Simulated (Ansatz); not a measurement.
# Piezoelectric tensor of MgS

Computed with Ansatz 0.2.0, DFT PBE, scalar-relativistic, plane waves, PAW. Cutoff 420 eV, 6×6×2 k-points (Γ-centred), fixed occupations. No spin polarisation.

The cell, relaxed at this level:
```yaml
crystal:
  lattice:
    - [4.04052, 0.00000, 0.00000]
    - [-2.02026, 3.49919, 0.00000]
    - [0.00000, 0.00000, 13.08003]
  atoms:
    - { symbol: Mg, position: [0.00000, 0.00000, 0.09486] }
    - { symbol: Mg, position: [0.00000, 0.00000, 0.59486] }
    - { symbol: Mg, position: [0.33333, 0.66667, 0.34395] }
    - { symbol: Mg, position: [0.66667, 0.33333, 0.84395] }
    - { symbol: S, position: [0.00000, 0.00000, 0.40573] }
    - { symbol: S, position: [0.00000, 0.00000, 0.90573] }
    - { symbol: S, position: [0.33333, 0.66667, 0.15546] }
    - { symbol: S, position: [0.66667, 0.33333, 0.65546] }
```

The cell was found from a structure generator's guess, not taken from experiment.

Question: Give the relaxed-ion proper piezoelectric stress tensor e_iJ (C/m², Voigt columns xx yy zz yz xz xy).

Answer:
```
x    0.000  0.000  0.000  0.000  0.161  0.000
y    0.000  0.000  0.000  0.161  0.000  0.000
z    0.191  0.191 -0.429  0.000  0.000  0.000
```
Signs follow the orientation of the cell as given.

Question: With the elastic constants (GPa, Voigt order)
```
83.9 46.0 37.2  0.0  0.0  0.0
46.0 83.9 37.2  0.0  0.0  0.0
37.2 37.2 88.2  0.0  0.0  0.0
 0.0  0.0  0.0 17.8  0.0  0.0
 0.0  0.0  0.0  0.0 17.8  0.0
 0.0  0.0  0.0  0.0  0.0 19.0
```
find the strain coefficients d = e·C⁻¹ (pC/N).

Answer:
```
x    0.0  0.0  0.0  0.0  9.0  0.0
y    0.0  0.0  0.0  9.0  0.0  0.0
z    3.8  3.8 -8.1  0.0  0.0  0.0
```
